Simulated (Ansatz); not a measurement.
A relaxation computed with Ansatz, from input to last step.

```yaml
crystal:
  lattice:
    - [3.1541397672, -5.463130331, 0.0]
    - [-6.3082795344, 0.0, 0.0]
    - [0.0, 0.0, -12.1450302921]
  atoms:
    - { symbol: W, position: [0.1646371998, 0.3347552192, 0.2472422308] }
    - { symbol: W, position: [0.6653236109, 0.3342004125, 0.2464599833] }
    - { symbol: W, position: [0.1646630985, 0.8349401612, 0.2470999339] }
    - { symbol: W, position: [0.6648898854, 0.8349819905, 0.2472429663] }
    - { symbol: W, position: [0.3300317164, 0.1678393848, 0.7494105902] }
    - { symbol: W, position: [0.83131625, 0.1689276689, 0.750133227] }
    - { symbol: W, position: [0.3322292539, 0.6682517331, 0.7524170466] }
    - { symbol: W, position: [0.8324250249, 0.6700878757, 0.7493785728] }
    - { symbol: S, position: [0.1658065478, 0.334848403, 0.8803318272] }
    - { symbol: S, position: [0.6645505735, 0.3355033094, 0.8794660787] }
    - { symbol: S, position: [0.1647167184, 0.8355159748, 0.8795377367] }
    - { symbol: S, position: [0.6656251328, 0.8344217786, 0.8803175428] }
    - { symbol: S, position: [0.3324321306, 0.1628717077, 0.3748993815] }
    - { symbol: S, position: [0.833362431, 0.1669595494, 0.3764615376] }
    - { symbol: S, position: [0.3312812984, 0.6684263435, 0.3770199012] }
    - { symbol: S, position: [0.8345859208, 0.6698672847, 0.3750550685] }
    - { symbol: S, position: [0.1671056706, 0.3378807751, 0.6184197539] }
    - { symbol: S, position: [0.6647011797, 0.3351852326, 0.619974305] }
    - { symbol: S, position: [0.1512914376, 0.8474841745, 0.6162416373] }
    - { symbol: S, position: [0.6619774686, 0.8342622481, 0.6211346914] }
    - { symbol: S, position: [0.3313814063, 0.1681055829, 0.1173379385] }
    - { symbol: S, position: [0.8319273916, 0.1676813164, 0.1172103829] }
    - { symbol: S, position: [0.3313745632, 0.6682648239, 0.117521408] }
    - { symbol: S, position: [0.8314780842, 0.6681339847, 0.1173439018] }
    - { symbol: H, position: [0.0630683738, -0.0619252053, 0.5291112537] }
  host:
    lattice:
      - [3.1541397672, 0.0, 0.0]
      - [-1.5770698836, 2.7315651655, 0.0]
      - [0.0, 0.0, 12.1450302921]
    atoms:
      - { symbol: W, position: [0.3333333333, 0.6666666667, 0.7501964938] }
      - { symbol: W, position: [0.6666666667, 0.3333333333, 0.2498035062] }
      - { symbol: S, position: [0.3333333333, 0.6666666667, 0.1201425056] }
      - { symbol: S, position: [0.6666666667, 0.3333333333, 0.6205429627] }
      - { symbol: S, position: [0.3333333333, 0.6666666667, 0.3794570373] }
      - { symbol: S, position: [0.6666666667, 0.3333333333, 0.8798574944] }
total_charge: 1
basis:
  ecutwfc: 420
  xc_grid: 2
kpoints:
  mp_grid: { grid: [3, 3, 2], shift: [0.0, 0.0, 0.5] }
hamiltonian:
  xc: pbe
  dispersion: d3bj
scf:
  occupations: { method: gaussian, width: 0.01 }
output:
  forces: true
  stress: false
  eigenvalues: true
  charged_corrections:
    defect_position: [0.0, 0.0, 0.5]
    epsilon: [[14.1706, 0.0, 0.0], [0.0, 14.1706, 0.0], [0.0, 0.0, 6.6521]]
  write_density: true
  write_potential: true
  elf: true
  volumetric_format: npy
relax:
  adjacent_minimum: "off"
  f_tol: 0.025
  max_steps: 45
```

```bash
ansatz run input.yaml --threads 4 --pin off --max-ram 10240MiB --backend cpu --events-out ev --progress --plain --runs-dir out
```

Theory: DFT PBE+D3(BJ), scalar-relativistic, plane waves, PAW (Ansatz 0.2.0).

The cell holds a point defect: H interstitial, charge +1.

Of 9 frames 8 are shown, positions in Å and forces in eV/Å; the SCF threshold varies from step to step.

```xyz
25
Lattice="3.1541 -5.4631 0.0000 -6.3083 0.0000 0.0000 0.0000 0.0000 -12.1450" Properties=species:S:1:pos:R:3:forces:R:3 pbc="T T T" step=1 free_energy_over_end_meV_per_atom=20.89
W    -1.5924   -0.8994   -3.0028    0.0866   -0.1194    0.0678
W    -0.0097   -3.6347   -2.9933    0.1023   -0.1453    0.0199
W    -4.7477   -0.8996   -3.0010    0.2848   -0.0957    0.4508
W    -3.1701   -3.6324   -3.0028   -0.0052    0.0419    0.1491
W    -0.0178   -1.8030   -9.1016   -0.4911   -0.3150   -0.0886
W     1.5564   -4.5416   -9.1104   -0.1447   -0.0715    0.2085
W    -3.1676   -1.8150   -9.1381    0.0645    0.0977    0.6687
W    -1.6015   -4.5476   -9.1012    0.0934    0.5929   -0.2256
S    -1.5893   -0.9058  -10.6917   -0.0507   -0.0196   -0.0238
S    -0.0204   -3.6305  -10.6811    0.0186   -0.0030    0.0246
S    -4.7511   -0.8999  -10.6820    0.0106   -0.0160    0.0091
S    -3.1643   -3.6364  -10.6915   -0.0246    0.0636   -0.0859
S     0.0211   -1.8161   -4.5532   -0.5375   -0.0045   -0.2355
S     1.5753   -4.5528   -4.5721   -0.1240    0.0828   -0.0729
S    -3.1717   -1.8098   -4.5789    0.0934   -0.0338   -0.0208
S    -1.5933   -4.5595   -4.5551    0.0209    0.3156   -0.2044
S    -1.6044   -0.9129   -7.5107   -0.1182    0.1624   -0.4808
S    -0.0179   -3.6313   -7.5296    0.0817   -0.0517    0.0127
S    -4.8690   -0.8265   -7.4843    0.2252   -0.1836    0.0401
S    -3.1748   -3.6165   -7.5437   -0.1060   -0.0045    0.0063
S    -0.0152   -1.8104   -1.4251   -0.0149   -0.0056   -0.0318
S     1.5662   -4.5449   -1.4235   -0.0150    0.0008   -0.0590
S    -3.1704   -1.8103   -1.4273    0.0241   -0.0049   -0.0741
S    -1.5922   -4.5425   -1.4251   -0.0104    0.0189   -0.0277
H     0.5896   -0.3446   -6.4261    0.5364   -0.3030   -0.0270
25
Lattice="3.1541 -5.4631 0.0000 -6.3083 0.0000 0.0000 0.0000 0.0000 -12.1450" Properties=species:S:1:pos:R:3:forces:R:3 pbc="T T T" step=2 free_energy_over_end_meV_per_atom=13.28
W    -1.5969   -0.8974   -2.9965   -0.0178   -0.0002   -0.0857
W    -0.0098   -3.6361   -2.9956   -0.0045    0.0054   -0.0653
W    -4.7447   -0.9019   -3.0012   -0.0076    0.0135    0.0034
W    -3.1764   -3.6294   -2.9978    0.0194    0.0027   -0.0842
W    -0.0562   -1.8277   -9.1087    0.1209    0.2887    0.0704
W     1.5377   -4.5292   -9.1144    0.1151   -0.0633    0.0039
W    -3.1644   -1.8180   -9.1083   -0.1159    0.0788    0.3178
W    -1.6023   -4.4995   -9.1105   -0.1590   -0.2576    0.0772
S    -1.6164   -0.9042  -10.6908    0.0427    0.0241   -0.0722
S    -0.0218   -3.6285  -10.7048   -0.1086    0.0455    0.0375
S    -4.7568   -0.8972  -10.6504   -0.0994    0.0718   -0.0392
S    -3.1820   -3.6117  -10.6975    0.0155   -0.0526    0.0017
S    -0.0272   -1.8119   -4.5639    0.0826    0.0886   -0.0796
S     1.5638   -4.5463   -4.5760   -0.0067    0.0246    0.0004
S    -3.1630   -1.8130   -4.5798   -0.1089    0.0399   -0.0081
S    -1.5968   -4.5328   -4.5649   -0.0628   -0.1049   -0.0604
S    -1.6140   -0.8832   -7.5378    0.0546   -0.0901    0.0567
S    -0.0167   -3.6335   -7.5155   -0.0840    0.0509   -0.0220
S    -4.8237   -0.8547   -7.5313   -0.4622    0.2522   -0.1704
S    -3.1953   -3.6249   -7.5330    0.0819   -0.0025   -0.0056
S    -0.0160   -1.8121   -1.4284    0.0313    0.0181    0.0458
S     1.5606   -4.5430   -1.4232    0.0026    0.0060    0.0748
S    -3.1705   -1.8100   -1.4266   -0.0397    0.0116    0.0421
S    -1.5940   -4.5411   -1.4288    0.0021   -0.0401    0.0375
H     0.7505   -0.4369   -6.3665    0.7080   -0.4111   -0.0766
25
Lattice="3.1541 -5.4631 0.0000 -6.3083 0.0000 0.0000 0.0000 0.0000 -12.1450" Properties=species:S:1:pos:R:3:forces:R:3 pbc="T T T" step=3 free_energy_over_end_meV_per_atom=7.64
W    -1.6000   -0.8961   -3.0027   -0.0270    0.0409   -0.0550
W    -0.0129   -3.6342   -3.0037   -0.0094    0.0232   -0.0636
W    -4.7468   -0.9007   -3.0027   -0.0422    0.0186   -0.0233
W    -3.1784   -3.6279   -3.0032   -0.0085   -0.0120   -0.0693
W    -0.0706   -1.8176   -9.1134    0.1023    0.1651    0.1012
W     1.5330   -4.5277   -9.1117    0.0696    0.0018   -0.0624
W    -3.1728   -1.8113   -9.0949   -0.1389    0.0522    0.1652
W    -1.6165   -4.4928   -9.1141   -0.0978   -0.1681    0.1289
S    -1.6289   -0.8985  -10.6940    0.0147    0.0575   -0.0037
S    -0.0331   -3.6229  -10.7014   -0.0570    0.0262   -0.0015
S    -4.7666   -0.8907  -10.6497   -0.0666    0.0448   -0.0400
S    -3.1921   -3.6036  -10.6963   -0.0331   -0.0459    0.0343
S    -0.0319   -1.8040   -4.5741    0.1070    0.0207   -0.0056
S     1.5598   -4.5423   -4.5823   -0.0027    0.0066    0.0233
S    -3.1710   -1.8097   -4.5846   -0.0518    0.0185    0.0281
S    -1.6025   -4.5342   -4.5742   -0.0250   -0.0747    0.0008
S    -1.6171   -0.8792   -7.5354    0.0124   -0.0406    0.1318
S    -0.0287   -3.6259   -7.5207   -0.0498    0.0296   -0.0192
S    -4.8310   -0.8522   -7.5596   -0.2592    0.1420   -0.1123
S    -3.1996   -3.6242   -7.5279    0.0124    0.0173    0.0147
S    -0.0180   -1.8109   -1.4315    0.0045    0.0083   -0.0051
S     1.5576   -4.5410   -1.4267   -0.0030    0.0059    0.0127
S    -3.1732   -1.8089   -1.4292   -0.0222    0.0063    0.0147
S    -1.5954   -4.5404   -1.4318   -0.0002   -0.0119   -0.0058
H     0.9042   -0.5271   -6.2861    0.5714   -0.3322   -0.1892
25
Lattice="3.1541 -5.4631 0.0000 -6.3083 0.0000 0.0000 0.0000 0.0000 -12.1450" Properties=species:S:1:pos:R:3:forces:R:3 pbc="T T T" step=4 free_energy_over_end_meV_per_atom=3.66
W    -1.6023   -0.8929   -3.0099   -0.0145    0.0176   -0.0162
W    -0.0154   -3.6321   -3.0129   -0.0286    0.0255   -0.0257
W    -4.7494   -0.8991   -3.0035   -0.0361    0.0160   -0.0213
W    -3.1811   -3.6278   -3.0099   -0.0069   -0.0007   -0.0236
W    -0.0849   -1.8067   -9.1124   -0.0121   -0.0104    0.0263
W     1.5261   -4.5235   -9.1069   -0.0112    0.0222   -0.0461
W    -3.1841   -1.8041   -9.0829   -0.0441    0.0087   -0.0685
W    -1.6324   -4.4866   -9.1122   -0.0035    0.0143    0.0490
S    -1.6408   -0.8877  -10.6909   -0.0188    0.0400    0.0242
S    -0.0464   -3.6160  -10.6962   -0.0194    0.0132   -0.0037
S    -4.7799   -0.8825  -10.6491   -0.0234    0.0122   -0.0453
S    -3.2061   -3.5990  -10.6903   -0.0427   -0.0020    0.0216
S    -0.0288   -1.7988   -4.5811    0.0497   -0.0271    0.0004
S     1.5562   -4.5392   -4.5879    0.0002   -0.0036   -0.0054
S    -3.1776   -1.8068   -4.5859    0.0126   -0.0068    0.0150
S    -1.6069   -4.5383   -4.5806    0.0174   -0.0144   -0.0039
S    -1.6247   -0.8744   -7.5237   -0.0134    0.0141    0.1019
S    -0.0415   -3.6183   -7.5222   -0.0342    0.0188    0.0006
S    -4.8334   -0.8524   -7.5995   -0.1479    0.0888    0.4749
S    -3.2087   -3.6195   -7.5199   -0.0286    0.0080    0.0463
S    -0.0214   -1.8098   -1.4372   -0.0132    0.0049   -0.0078
S     1.5543   -4.5385   -1.4323   -0.0046    0.0025   -0.0111
S    -3.1752   -1.8081   -1.4335   -0.0014    0.0014    0.0073
S    -1.5967   -4.5383   -1.4372   -0.0074    0.0081   -0.0058
H     1.0689   -0.6239   -6.2343    0.4322   -0.2515   -0.4833
25
Lattice="3.1541 -5.4631 0.0000 -6.3083 0.0000 0.0000 0.0000 0.0000 -12.1450" Properties=species:S:1:pos:R:3:forces:R:3 pbc="T T T" step=6 free_energy_over_end_meV_per_atom=0.10
W    -1.6143   -0.8815   -3.0126   -0.0058    0.0039   -0.0015
W    -0.0325   -3.6198   -3.0133   -0.0010    0.0009   -0.0034
W    -4.7669   -0.8861   -3.0067   -0.0029    0.0026    0.0078
W    -3.1947   -3.6191   -3.0124   -0.0054    0.0031   -0.0020
W    -0.1034   -1.8004   -9.1030   -0.0055   -0.0083    0.0225
W     1.5071   -4.5139   -9.1027    0.0002    0.0002    0.0102
W    -3.1926   -1.8008   -9.0963    0.0058   -0.0045    0.0235
W    -1.6484   -4.4761   -9.1020    0.0042    0.0086    0.0242
S    -1.6502   -0.8717  -10.6893    0.0052    0.0014   -0.0065
S    -0.0692   -3.6043  -10.6906    0.0009   -0.0005   -0.0051
S    -4.8005   -0.8721  -10.6480   -0.0007    0.0002   -0.0023
S    -3.2255   -3.6010  -10.6891    0.0013   -0.0052   -0.0066
S    -0.0393   -1.7965   -4.5833   -0.0048   -0.0038   -0.0009
S     1.5408   -4.5281   -4.5896   -0.0037    0.0026   -0.0004
S    -3.1885   -1.7978   -4.5833    0.0082   -0.0047   -0.0016
S    -1.6147   -4.5251   -4.5831   -0.0017    0.0063   -0.0014
S    -1.6453   -0.8633   -7.5131   -0.0027   -0.0006   -0.0006
S    -0.0621   -3.6077   -7.5145   -0.0066    0.0043   -0.0055
S    -4.8093   -0.8685   -7.6230   -0.0154    0.0080    0.0644
S    -3.2307   -3.6090   -7.5126   -0.0011    0.0028   -0.0026
S    -0.0372   -1.7968   -1.4383   -0.0022    0.0000   -0.0018
S     1.5397   -4.5276   -1.4356   -0.0006    0.0005    0.0001
S    -3.1904   -1.7965   -1.4373    0.0011   -0.0007    0.0025
S    -1.6135   -4.5271   -1.4381   -0.0011    0.0018   -0.0018
H     1.4094   -0.8335   -6.2343    0.0342   -0.0188   -0.1112
25
Lattice="3.1541 -5.4631 0.0000 -6.3083 0.0000 0.0000 0.0000 0.0000 -12.1450" Properties=species:S:1:pos:R:3:forces:R:3 pbc="T T T" step=7 free_energy_over_end_meV_per_atom=0.01
W    -1.6273   -0.8733   -3.0120    0.0005   -0.0021   -0.0021
W    -0.0460   -3.6116   -3.0125   -0.0002    0.0000    0.0006
W    -4.7807   -0.8777   -3.0067   -0.0005   -0.0004    0.0035
W    -3.2080   -3.6113   -3.0118    0.0017    0.0002   -0.0021
W    -0.0970   -1.8064   -9.1013    0.0018    0.0035    0.0039
W     1.5145   -4.5187   -9.1016   -0.0017    0.0012   -0.0077
W    -3.1837   -1.8064   -9.0979   -0.0049    0.0031   -0.0030
W    -1.6403   -4.4794   -9.1002   -0.0019   -0.0028    0.0027
S    -1.6415   -0.8758  -10.6898    0.0044    0.0002    0.0035
S    -0.0620   -3.6089  -10.6902    0.0016   -0.0010    0.0014
S    -4.7939   -0.8763  -10.6466    0.0020   -0.0012   -0.0020
S    -3.2180   -3.6072  -10.6895    0.0019   -0.0040    0.0032
S    -0.0531   -1.7898   -4.5829    0.0032    0.0042    0.0008
S     1.5274   -4.5200   -4.5889   -0.0021    0.0015   -0.0007
S    -3.2006   -1.7904   -4.5826   -0.0065    0.0036   -0.0025
S    -1.6273   -4.5159   -4.5828   -0.0025   -0.0058   -0.0003
S    -1.6390   -0.8682   -7.5122   -0.0025    0.0010    0.0014
S    -0.0549   -3.6123   -7.5128   -0.0036    0.0020    0.0013
S    -4.7978   -0.8756   -7.6274    0.0023   -0.0018    0.0002
S    -3.2238   -3.6127   -7.5118   -0.0019    0.0016    0.0019
S    -0.0505   -1.7886   -1.4378    0.0005    0.0011   -0.0003
S     1.5268   -4.5198   -1.4349   -0.0005    0.0003    0.0010
S    -3.2038   -1.7884   -1.4371    0.0008   -0.0004   -0.0006
S    -1.6269   -4.5191   -1.4375   -0.0006   -0.0010   -0.0006
H     1.4748   -0.8705   -6.2433    0.0087   -0.0028   -0.0039
25
Lattice="3.1541 -5.4631 0.0000 -6.3083 0.0000 0.0000 0.0000 0.0000 -12.1450" Properties=species:S:1:pos:R:3:forces:R:3 pbc="T T T" step=8 free_energy_over_end_meV_per_atom=0.01
W    -1.6273   -0.8733   -3.0120    0.0005   -0.0021   -0.0020
W    -0.0460   -3.6116   -3.0125   -0.0002    0.0000    0.0007
W    -4.7807   -0.8777   -3.0067   -0.0005   -0.0004    0.0036
W    -3.2080   -3.6113   -3.0118    0.0017    0.0002   -0.0020
W    -0.0970   -1.8064   -9.1013    0.0018    0.0035    0.0039
W     1.5145   -4.5187   -9.1016   -0.0017    0.0012   -0.0078
W    -3.1837   -1.8064   -9.0979   -0.0049    0.0031   -0.0031
W    -1.6403   -4.4794   -9.1002   -0.0019   -0.0028    0.0026
S    -1.6415   -0.8758  -10.6898    0.0044    0.0002    0.0036
S    -0.0620   -3.6089  -10.6902    0.0016   -0.0010    0.0014
S    -4.7939   -0.8763  -10.6466    0.0020   -0.0012   -0.0020
S    -3.2180   -3.6072  -10.6895    0.0019   -0.0041    0.0032
S    -0.0531   -1.7898   -4.5829    0.0032    0.0041    0.0008
S     1.5274   -4.5200   -4.5889   -0.0022    0.0015   -0.0007
S    -3.2006   -1.7904   -4.5826   -0.0065    0.0036   -0.0026
S    -1.6273   -4.5159   -4.5828   -0.0025   -0.0058   -0.0003
S    -1.6390   -0.8682   -7.5122   -0.0025    0.0009    0.0014
S    -0.0549   -3.6123   -7.5128   -0.0036    0.0020    0.0013
S    -4.7978   -0.8756   -7.6274    0.0023   -0.0018    0.0001
S    -3.2238   -3.6127   -7.5118   -0.0019    0.0016    0.0019
S    -0.0505   -1.7886   -1.4378    0.0005    0.0010   -0.0003
S     1.5268   -4.5198   -1.4349   -0.0005    0.0003    0.0010
S    -3.2038   -1.7884   -1.4371    0.0008   -0.0004   -0.0006
S    -1.6269   -4.5191   -1.4375   -0.0006   -0.0010   -0.0006
H     1.4748   -0.8705   -6.2433    0.0087   -0.0028   -0.0038
25
Lattice="3.1541 -5.4631 0.0000 -6.3083 0.0000 0.0000 0.0000 0.0000 -12.1450" Properties=species:S:1:pos:R:3:forces:R:3 pbc="T T T" step=9 free_energy_over_end_meV_per_atom=0.00
W    -1.6329   -0.8719   -3.0132   -0.0007    0.0039   -0.0002
W    -0.0520   -3.6100   -3.0131    0.0023   -0.0005   -0.0014
W    -4.7867   -0.8761   -3.0070   -0.0003   -0.0003    0.0031
W    -3.2135   -3.6098   -3.0131   -0.0044   -0.0013   -0.0004
W    -0.0930   -1.8068   -9.0994   -0.0052   -0.0030   -0.0003
W     1.5175   -4.5189   -9.1011    0.0016   -0.0010    0.0062
W    -3.1802   -1.8069   -9.0986    0.0042   -0.0022    0.0021
W    -1.6368   -4.4804   -9.0986    0.0004    0.0037   -0.0005
S    -1.6366   -0.8762  -10.6887   -0.0035   -0.0001   -0.0046
S    -0.0589   -3.6092  -10.6889   -0.0016    0.0009   -0.0012
S    -4.7905   -0.8769  -10.6461   -0.0010    0.0007   -0.0016
S    -3.2140   -3.6091  -10.6886   -0.0018    0.0030   -0.0039
S    -0.0582   -1.7881   -4.5835   -0.0043   -0.0032    0.0000
S     1.5213   -4.5182   -4.5899    0.0011   -0.0008    0.0013
S    -3.2073   -1.7883   -4.5837    0.0056   -0.0029    0.0022
S    -1.6329   -4.5153   -4.5836    0.0006    0.0052    0.0002
S    -1.6366   -0.8683   -7.5116    0.0037   -0.0012   -0.0006
S    -0.0521   -3.6125   -7.5114   -0.0001    0.0000   -0.0017
S    -4.7918   -0.8774   -7.6269   -0.0034    0.0011   -0.0120
S    -3.2213   -3.6126   -7.5112    0.0022   -0.0030   -0.0019
S    -0.0563   -1.7869   -1.4384   -0.0012   -0.0016    0.0010
S     1.5213   -4.5184   -1.4360   -0.0002    0.0005   -0.0005
S    -3.2092   -1.7871   -1.4382    0.0005   -0.0004    0.0012
S    -1.6328   -4.5177   -1.4382    0.0009    0.0018    0.0010
H     1.5013   -0.8813   -6.2434    0.0045    0.0006    0.0123
```

The run took 3.7 min on 4 threads of Arm Neoverse V2, on a shared host, peak memory 1.4 GiB.

Spin–orbit coupling is left out, which can shift energies with elements as heavy as these.